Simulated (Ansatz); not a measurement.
This is a one-shot G0W0 calculation with Ansatz on a 2-atom cell of InP started from a crystallographic database; the level of theory is G0W0@PBE with 356 empty bands, a screening cutoff of 210 eV and a 4×4×4 mesh. The geometry is the r2SCAN minimum.

```yaml
crystal:
  lattice:
    - [0.0, 2.9538133482, 2.9538133482]
    - [2.9538133482, 0.0, 2.9538133482]
    - [2.9538133482, 2.9538133482, 0.0]
  atoms:
    - { symbol: In, position: [0.0, 0.0, 0.0] }
    - { symbol: P, position: [0.25, 0.25, 0.25] }
kpoints:
  mp_grid: { grid: [4, 4, 4] }
hamiltonian:
  xc: pbe
scf:
  occupations: { method: fixed }
gw:
  n_empty_bands: 356
  ecut_chi: 210
  qp_bands: [v2, c2]
  qp_kpoints: band_edges
  screening: { model: contour_deformation }
```

Some lines of the output have been replaced by numbered gaps.
```
Pseudopotential: In, paw, valence charge 13, recommended cutoff 420 eV (normal)
Pseudopotential: P, paw, valence charge 5, recommended cutoff 420 eV (normal)
Functional definition: PBE
Crystal: 2 atoms, lattice volume = 51.544 Å³
Basis set: ecut = 420 eV, 965 PW (Γ)
Bands: 13, of which v1, the nominal top of the filled ones, is band 9 counted from 1 (8 counted from 0)
[1]
SCF 1 converged in 7 iterations: F = -6353.892567 eV  dr2 = 3.90e-8
Free energy (F): -6353.892567 eV
Fermi energy:    6.742189 eV
--- G₀W₀: contour deformation, 8 samples at zero and on the imaginary axis and 2 off it, 64 q-points, 356 empty bands' worth ---
    ik  band        ε_KS         Σx   Σc(E_QP)       V_xc       Z   E_QP_lin       E_QP  E_QP is
     0     8      6.7422   -16.7653     1.2881   -14.9428  0.7282     6.1852     6.2078  root
     0     9      6.7422   -16.7653     1.2881   -14.9428  0.7282     6.1852     6.2078  root
     0    10      7.3137   -10.0469    -4.1162   -14.0753  0.7490     7.2262     7.2258  root
     0    11     10.8000    -6.9710    -4.5283   -11.4745  0.7406    10.7752    10.7752  root
     1     8      6.2021   -16.3248     1.4517   -14.3215  0.7260     5.6235     5.6506  root
     1     9      6.2021   -16.3248     1.4517   -14.3215  0.7260     5.6235     5.6506  root
     1    10      8.4526    -8.8355    -4.2101   -12.9710  0.7478     8.3783     8.3779  root
     1    11     11.4869    -6.9946    -4.7334   -11.7087  0.7341    11.4676    11.4676  root
     2     8      5.7994   -16.1641     1.6338   -13.9639  0.7230     5.2006     5.2331  root
     2     9      5.7994   -16.1641     1.6338   -13.9639  0.7230     5.2006     5.2331  root
     2    10      8.1673    -8.7433    -4.1480   -12.8016  0.7515     8.0780     8.0776  root
     2    11  [2]
     3     8      5.3756   -15.7594     1.7280   -13.4517  0.7194     4.7680     4.7960  root ?
     3     9      5.3756   -15.7594     1.7280   -13.4517  0.7194     4.7680     4.7960  root ?
     3    10      9.2207    -6.9231    -4.1690   -10.9672  0.7537     9.0964     9.0958  root
     3    11      9.7966    -8.4465    -4.4179   -12.7793  0.7363     9.7119     9.7115  root
     6     8      4.4901   -15.4803     2.1330   -12.7411  0.7070     3.8555     3.8839  root
     6     9      4.4901   -15.4803     2.1330   -12.7411  0.7070     3.8555     3.8839  root
     6    10  [3]
     6    11  [4]
     7     8      3.8770   -15.1976     2.3112   -12.2714  0.6955     3.2374     3.2620  root
     7     9      3.9220   -14.5480     2.1806   -11.7707  0.6982     3.2980     3.3253  root ?
     7    10     11.0132    -9.0204    -5.0771   -14.1637  0.7115    11.0796    11.0794  root
     7    11  [5]
```

The points are ik 0 = (0, 0, 0) (Γ), ik 1 = (0, 0, 1/4), ik 2 = (0, 0, -1/2), ik 3 = (0, 1/4, 1/4), ik 6 = (0, -1/2, -1/2), ik 7 = (1/4, -1/2, -1/4); band 9 is the last filled one.

Problem. What stood in the gaps? They hold quasiparticle rows, the symmetry found.

Solution.
```
[1]
Symmetry: 24 space group operations
Space group: F-43m (ITA 216)
[2]
     2    11     11.5181    -6.6070    -4.6863   -11.2454  0.7316    11.4703    11.4701  root
[3]
     6    10      8.5203    -6.3295    -3.8781    -9.9670  0.7614     8.2819     8.2797  root
[4]
     6    11      8.9925    -7.7254    -4.1790   -11.7899  0.7502     8.8785     8.8780  root
[5]
     7    11     11.0158    -6.8589    -4.4103   -11.1030  0.7367    10.8509    10.8497  root
```
The trailing digits, and the zero of the energies, depend on the potentials and thresholds.

Over the mesh points the PBE gap of 0.57 eV becomes a quasiparticle gap of 1.02 eV (direct at Γ), a change of +0.45 eV. Renormalisation factors Z lie between 0.70 and 0.76. No extrapolation in bands, cutoff or mesh was made for G0W0.

Run as `ansatz run input.yaml --threads 2 --pin off --max-ram 3686MiB --backend cpu --events-out ev --progress --plain --runs-dir out`. Wall time 2.1 min on 2 threads of Arm Neoverse V1 (shared host); peak host memory 0.63 GiB.

Spin-unpolarised throughout; all numbers are computed.

No spin-orbit coupling is included; it can move band edges with weight on the heavy atoms by tenths of an eV.

For so narrow a gap this mesh doesn't settle the screening, and the bands and cutoff are finite.

With a shallow d shell on the cation, G0W0 converges slowly in bands and cutoff, so these values are in doubt.
